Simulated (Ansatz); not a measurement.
# GaN: the cost of one run

Computed with Ansatz 0.2.0 (DFT PBEsol, frozen-core PAW, scalar-relativistic unless said, unless a step's input says otherwise).

The COD entry's cell or inner coordinates are ideal or old and differ from later refinements, so a difference from it is no clean test against experiment.

3 further runs of the same task are left out: 1 that didn't finish, 2 set aside as unsound or not needed.

**1. The structure to begin with**

Symmetry: P6_3mc, No. 186, hexagonal system. Conventional cell: a = 3.180 Å, b = 3.180 Å, c = 5.166 Å, α = 90.00°, β = 90.00°, γ = 120.00°. Ga (site symmetry 3m) has 4 N at 1.94 to 1.95 Å as nearest neighbours. N (site symmetry 3m) has 4 Ga at 1.94 to 1.95 Å as nearest neighbours.

As a file:

```
CELL_PARAMETERS angstrom
3.18000 0.00000 0.00000
-1.59000 2.75396 0.00000
0.00000 0.00000 5.16600
ATOMIC_POSITIONS crystal
Ga 0.33333 0.66667 0.00000
Ga 0.66667 0.33333 0.50000
N 0.33333 0.66667 0.37500
N 0.66667 0.33333 0.87500
```

Cartesian axes are those of the input's lattice vectors. The structure goes back to a database entry.

**2. Cell and atoms relaxed, PAW**

Contents of input.yaml:

```yaml
crystal:
  lattice:
    - [3.17999999999, 0.0, 0.0]
    - [-1.58999999999, 2.75396078402, 0.0]
    - [0.0, 0.0, 5.166]
  atoms:
    - { symbol: Ga, position: [0.333333333333, 0.666666666667, 0.0] }
    - { symbol: Ga, position: [0.666666666667, 0.333333333333, 0.5] }
    - { symbol: "N", position: [0.333333333333, 0.666666666667, 0.375] }
    - { symbol: "N", position: [0.666666666667, 0.333333333333, 0.875] }
kpoints:
  mp_grid: { grid: [10, 10, 6] }
scf:
  occupations: { method: fermi_dirac, width: 0.1 }
hamiltonian:
  xc: pbesol
  pseudopotentials: { kind: paw }
relax:
  f_tol: 0.002
  max_steps: 80
  cell: {}
output:
  forces: true
  stress: true
```

Run with:

```bash
$ ansatz run input.yaml --threads 1 --pin off --max-ram 3072MiB --backend cpu --events-out ev --progress --plain --runs-dir out
```

What time and memory should one allow on 1 thread of Intel Xeon Platinum 8259CL at 2.50GHz (Skylake/Cascade Lake), shared host?

About 26 s, with a peak of 0.43 GiB.
